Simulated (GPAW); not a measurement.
GaAs:

```
As Ga
1.0
     0.00000    2.82685    2.82685
     2.82685    0.00000    2.82685
     2.82685    2.82685    0.00000
As Ga
1 1
Direct
  0.75000 0.75000 0.75000
  0.00000 0.00000 0.00000
```

Base run:

- Program: GPAW 26.7.0
- Functional: PBE
- Potentials or basis: GPAW PAW data sets (gpaw-data 1.2.1)
- Cutoff: 500 eV
- Basis: pw
- k mesh: 7 × 7 × 7
- Occupations: fermi-dirac, width 0.01 eV
- Spin: no spin polarisation

Its results: band gap on the k mesh 0.59 eV, direct; pressure 4.3 GPa.

**Question.** The run is repeated on the same cell with these changes: functional from PBE to r2SCAN; cutoff from 500 eV to 450 eV. What comes out?

**Answer.** Band gap on the k mesh 1.07 eV, direct; pressure 1.0 GPa.

r2SCAN gives the wider gap, since meta-GGAs in the generalised Kohn-Sham scheme recover part of the derivative discontinuity.

Caveats: the cutoff is short for stress and forces, so pressures can be off by a GPa or more; an odd mesh through Γ misses points on the zone boundary, where band edges often lie; the PAW data sets were made with another functional, which shifts forces and pressure a little (some runs).
